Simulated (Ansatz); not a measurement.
# Direct or indirect: HfS2 sheet (P-3m1)

```
CELL_PARAMETERS angstrom
3.65383 -0.00008 0.00000
1.82699 3.16427 0.00000
0.00000 0.00000 17.89000
ATOMIC_POSITIONS crystal
Hf 0.99967 0.99967 0.50000
S 0.33291 0.33291 0.58074
S 0.66625 0.66625 0.41926
```

Method: Ansatz, PBE, independent particles, without spin-orbit coupling, line width 0.1 eV (Gaussian). The band structure gives a fundamental gap of 1.31 eV. The spectrum of vertical transitions near the edge:

```
E (eV)  absorbance (%), E ∥ xy
  0.84                    0.00
  0.96                    0.00
  1.08                    0.00
  1.20                    0.00
  1.32                    0.00
  1.44                    0.00
  1.56                    0.00
  1.68                    0.00
  1.80                    0.00
  1.92                    0.08
  2.04                    1.29
  2.16                    4.03
  2.28                    7.00
  2.40                   13.85
  2.52                   19.69
  2.64                   18.90
  2.76                   13.18
  2.88                   10.22
  3.00                    8.22
  3.12                    6.63
  3.24                    5.45
  3.36                    4.56
```

(1) Is the gap direct or indirect, and about where do vertical transitions set in?

## Answers

(1) Indirect, by the band path, whose least direct gap is 2.07 eV. The curves fit this: they stay near zero above 1.31 eV and rise only from about 2.1 eV, though a forbidden direct transition would look alike. Lines are broadened by 0.1 eV, which spreads the edge, and phonons, which would give weak absorption from the fundamental gap up, are left out.

Cells made by substitution are models, which may or may not match a known phase.

[Logs are printed without paths, hosts, clocks, repeated set-up lines and the standing remarks that a program may print on its own settings, such as how far it seeks lower states.]
